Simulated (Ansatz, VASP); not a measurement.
# Pt in VASP and in Ansatz

```
Pt
1.0
     2.80680    0.00000    0.00000
    -1.40340    2.43076    0.00000
     0.00000    0.00000    4.84120
Pt
2
Direct
  0.66667 0.33333 0.75000
  0.33333 0.66667 0.25000
```

Alike in both runs: task single point; functional PBE; k mesh 18 × 18 × 10; occupations gaussian, width 0.15 eV; no spin polarisation.

|  | VASP | Ansatz |
| --- | --- | --- |
| version | VASP 6.6.1 | Ansatz 0.2.0 |
| potentials or method | VASP PAW PBE potentials, release 64 (Pt) | scalar-relativistic, plane waves, PAW |
| plane-wave cutoff (eV) | 520 | 420 |
| valence electrons in the cell | 20 | 36 |

|  | VASP | Ansatz | Ansatz less VASP |
| --- | --- | --- | --- |
| gap on the k mesh at the Fermi level (eV) | none | none | - |
| pressure (GPa) | -10.5 | -10.1 | +0.42 |
| largest component of the traceless stress (GPa) | 0.98 | 1.08 | +0.100 |

A gap of «none» marks a metal or a gap that the smearing closes. The two sets of potentials don't hold the same shells in valence.

Spin-orbit coupling is left out, which matters for the levels of Pt.
